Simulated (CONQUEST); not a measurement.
**GaN in CONQUEST: convergence with k mesh**

Crystal: GaN.

```
Ga N
1.0
     3.18693    0.00000    0.00000
     0.00000    3.18693    0.00000
     0.00000    0.00000    4.50700
Ga N
2 2
Direct
  0.47882 0.50890 0.51020
  0.97882 0.00890 0.01020
  0.47243 0.00141 0.24174
  0.97243 0.50141 0.74174
```

The cell is a database's computed one.

The cell isn't the ideal one: atoms moved at random.

```yaml
Program: CONQUEST 1.3
Task: convergence study
Functional: PBEsol
Potentials_or_basis: PseudoDojo NC PBEsol, DZP, grid cutoff 150 Ha
k_mesh: 1 × 1 × 1
Occupations: fermi-dirac, width 0.05 eV
Spin: no spin polarisation
```

These are the settings of the first run; the series varies k mesh, with any setting tied to it.

Hardware: 1 thread of AMD EPYC 7B13 (Zen 3), on a shared host.

**Question.** The values tried are 1 × 1 × 1, 2 × 2 × 2, 3 × 3 × 2, 4 × 4 × 3, 5 × 5 × 4, 6 × 6 × 4, 7 × 7 × 5, 8 × 8 × 6, 10 × 10 × 7, 12 × 12 × 9, loosest first. From which on does the gap on the mesh stay within 0.01 eV of the tightest run that finished?

**Answer.** From 4 × 4 × 3 on.

```tsv
k mesh	energy less the tightest run, at zero smearing (meV/atom)	pressure (GPa)	largest force (eV/Å)	gap on the mesh (eV)	SCF cycles	CPU time (s)	peak memory (GiB)
1 × 1 × 1	3274.45	26.74	0.397	1.032	10	46	0.84
2 × 2 × 2	314.88	3.64	1.138	1.502	7	44	0.83
3 × 3 × 2	52.37	3.01	1.158	1.598	7	47	0.84
4 × 4 × 3	11.44	3.12	1.168	1.618	7	56	0.83
5 × 5 × 4	2.89	3.19	1.170	1.624	7	69	0.83
6 × 6 × 4	0.91	3.21	1.170	1.626	7	91	0.84
7 × 7 × 5	0.28	3.22	1.170	1.627	7	98	0.83
8 × 8 × 6	0.10	3.22	1.170	1.627	7	160	0.83
10 × 10 × 7	0.02	3.23	1.170	1.627	7	230	0.83
12 × 12 × 9	0.00	3.23	1.170	1.627	7	390	0.83
```

Against the tightest run, the energy stays within 1 meV/atom from 6 × 6 × 4 on; the pressure stays within 0.1 GPa from 5 × 5 × 4 on; the largest force stays within 0.005 eV/Å from 4 × 4 × 3 on. Meshes of other sizes hit other points, so gaps and Fermi surfaces needn't settle smoothly. The tightest run that finished is the yardstick and may itself not be fully converged.

Caveat, for the tightest run too: an odd mesh through Γ misses points on the zone boundary, where band edges often lie; the basis of atomic orbitals isn't converged, which shifts pressures, moduli and gaps.
